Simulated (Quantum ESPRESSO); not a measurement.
The system is Nb.

```xyz
1
Lattice="-1.6640 1.6640 1.6640 1.6640 -1.6640 1.6640 1.6640 1.6640 -1.6640" Properties=species:S:1:pos:R:3 pbc="T T T"
Nb    0.0000    0.0000    0.0000
```

Base run:

```yaml
Program: Quantum ESPRESSO 7.5
Functional: AM05
Potentials_or_basis: SG15 PBE 1.2
Cutoff: 952 eV
Density_cutoff: 3810 eV
k_mesh: 11 × 11 × 11
Occupations: fermi-dirac, width 0.05 eV
Spin: no spin polarisation
```

Its results: band gap on the k mesh none (metal or under the smearing width); pressure -7.9 GPa.

**Question.** The run is repeated on the same cell with these changes: functional from AM05 to LDA. What comes out?

**Answer.** Band gap on the k mesh none (metal or under the smearing width); pressure -10.9 GPa.

LDA binds more tightly than AM05, so the same cell stands under less pressure.

Caveats: the potentials were made for another functional, which shifts forces and pressure.
